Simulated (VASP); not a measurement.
Wanted: the native input for a VASP 6.6.1 run.

```
Task                   : relaxation of cell and atoms
Functional             : revPBE
Potentials or basis    : VASP PAW PBE potentials, release 64 (Ga_d, P)
Cutoff                 : 600 eV
k mesh                 : 5 × 5 × 5
Occupations            : tetrahedron
Spin                   : no spin polarisation
Further INCAR settings : ALGO = Fast; EDIFF = 1e-07; IBRION = 2; EDIFFG = -0.005; NSW = 60; ISIF = 3
```

The structure of GaP lies in GaP.cif:

```cif
data_GaP
_cell_length_a 5.71043191
_cell_length_b 5.71043191
_cell_length_c 5.71043191
_cell_angle_alpha 90.00000000
_cell_angle_beta 90.00000000
_cell_angle_gamma 90.00000000
_space_group_name_H-M_alt 'F-43m'
_space_group_name_Hall 'F -4 2 3'
_space_group_IT_number 216
loop_
_space_group_symop_operation_xyz
'x,y,z'
'y,-x,-z'
'-x,-y,z'
'-y,x,-z'
'x,-y,-z'
'y,x,z'
'-x,y,-z'
'-y,-x,z'
'z,x,y'
'-z,y,-x'
'z,-x,-y'
'-z,-y,x'
'-z,x,-y'
'z,y,x'
'-z,-x,y'
'z,-y,-x'
'y,z,x'
'-x,-z,y'
'-y,z,-x'
'x,-z,-y'
'-y,-z,x'
'x,z,y'
'y,-z,-x'
'-x,z,-y'
'x,y+1/2,z+1/2'
'y,-x+1/2,-z+1/2'
'-x,-y+1/2,z+1/2'
'-y,x+1/2,-z+1/2'
'x,-y+1/2,-z+1/2'
'y,x+1/2,z+1/2'
'-x,y+1/2,-z+1/2'
'-y,-x+1/2,z+1/2'
'z,x+1/2,y+1/2'
'-z,y+1/2,-x+1/2'
'z,-x+1/2,-y+1/2'
'-z,-y+1/2,x+1/2'
'-z,x+1/2,-y+1/2'
'z,y+1/2,x+1/2'
'-z,-x+1/2,y+1/2'
'z,-y+1/2,-x+1/2'
'y,z+1/2,x+1/2'
'-x,-z+1/2,y+1/2'
'-y,z+1/2,-x+1/2'
'x,-z+1/2,-y+1/2'
'-y,-z+1/2,x+1/2'
'x,z+1/2,y+1/2'
'y,-z+1/2,-x+1/2'
'-x,z+1/2,-y+1/2'
'x+1/2,y,z+1/2'
'y+1/2,-x,-z+1/2'
'-x+1/2,-y,z+1/2'
'-y+1/2,x,-z+1/2'
'x+1/2,-y,-z+1/2'
'y+1/2,x,z+1/2'
'-x+1/2,y,-z+1/2'
'-y+1/2,-x,z+1/2'
'z+1/2,x,y+1/2'
'-z+1/2,y,-x+1/2'
'z+1/2,-x,-y+1/2'
'-z+1/2,-y,x+1/2'
'-z+1/2,x,-y+1/2'
'z+1/2,y,x+1/2'
'-z+1/2,-x,y+1/2'
'z+1/2,-y,-x+1/2'
'y+1/2,z,x+1/2'
'-x+1/2,-z,y+1/2'
'-y+1/2,z,-x+1/2'
'x+1/2,-z,-y+1/2'
'-y+1/2,-z,x+1/2'
'x+1/2,z,y+1/2'
'y+1/2,-z,-x+1/2'
'-x+1/2,z,-y+1/2'
'x+1/2,y+1/2,z'
'y+1/2,-x+1/2,-z'
'-x+1/2,-y+1/2,z'
'-y+1/2,x+1/2,-z'
'x+1/2,-y+1/2,-z'
'y+1/2,x+1/2,z'
'-x+1/2,y+1/2,-z'
'-y+1/2,-x+1/2,z'
'z+1/2,x+1/2,y'
'-z+1/2,y+1/2,-x'
'z+1/2,-x+1/2,-y'
'-z+1/2,-y+1/2,x'
'-z+1/2,x+1/2,-y'
'z+1/2,y+1/2,x'
'-z+1/2,-x+1/2,y'
'z+1/2,-y+1/2,-x'
'y+1/2,z+1/2,x'
'-x+1/2,-z+1/2,y'
'-y+1/2,z+1/2,-x'
'x+1/2,-z+1/2,-y'
'-y+1/2,-z+1/2,x'
'x+1/2,z+1/2,y'
'y+1/2,-z+1/2,-x'
'-x+1/2,z+1/2,-y'
loop_
_atom_site_label
_atom_site_type_symbol
_atom_site_symmetry_multiplicity
_atom_site_Wyckoff_symbol
_atom_site_fract_x
_atom_site_fract_y
_atom_site_fract_z
_atom_site_occupancy
Ga1 Ga 4 a 0.0000000000 0.0000000000 0.0000000000 1
P1 P 4 c 0.2500000000 0.2500000000 0.2500000000 1
```

The structure of GaP lies in POSCAR:

```
Ga P 
 1.0000000000000000
     5.7104319099999996    0.0000000000000000    0.0000000000000000
     0.0000000000000000    5.7104319099999996    0.0000000000000000
     0.0000000000000000    0.0000000000000000    5.7104319099999996
 Ga  P  
   4   4
Cartesian
  0.0000000000000000  0.0000000000000000  0.0000000000000000
  0.0000000000000000  2.8552159549999998  2.8552159549999998
  2.8552159549999998  0.0000000000000000  2.8552159549999998
  2.8552159549999998  2.8552159549999998  0.0000000000000000
  1.4276079774999999  1.4276079774999999  1.4276079774999999
  1.4276079774999999  4.2828239324999995  4.2828239324999995
  4.2828239324999995  4.2828239324999995  1.4276079774999999
  4.2828239324999995  1.4276079774999999  4.2828239324999995
```

The cell isn't the ideal one: volume scaled by 1.15.

These files were run (other wordings do the same):

INCAR

```
PREC = Accurate
ENCUT = 600
EDIFF = 1E-7
ISMEAR = -5
SIGMA = 0.05
LREAL = False
LASPH = True
NELM = 100
ALGO = Fast
ISIF = 3
LWAVE = False
LCHARG = False
GGA = RE
IBRION = 2
NSW = 60
EDIFFG = -0.005
```

KPOINTS

```
Automatic mesh
0
Gamma
  5 5 5
```

Potentials or basis: VASP PAW PBE potentials, release 64 (Ga_d, P).

Launch:

```bash
$ ase convert -i cif -o vasp GaP.cif POSCAR
$ cat potpaw_PBE.64/Ga_d/POTCAR potpaw_PBE.64/P/POTCAR > POTCAR
$ mpirun -np 1 vasp_std > vasp.out
```

Results of the run:

The relaxed volume is 21.25 Å³/atom and the relaxed cell is a = 5.539 Å, b = 5.539 Å, c = 5.539 Å, α = 90.00°, β = 90.00°, γ = 90.00°. The space group after relaxing (to 0.05 Å) is F-43m (No. 216), the energy gained by relaxing is 36.7 meV/atom and the ionic steps are 3. The pressure after relaxing is 0.0 GPa and the band gap on the k mesh is 1.53 eV.

Caveat: the PAW data sets were made with another functional, which shifts forces and pressure a little; an odd mesh through Γ misses points on the zone boundary, where band edges often lie.

It took 6.2 min on 1 thread of Intel(R) Xeon(R) Platinum 8488C (Sapphire Rapids) (shared host), peak memory 0.38 GiB.
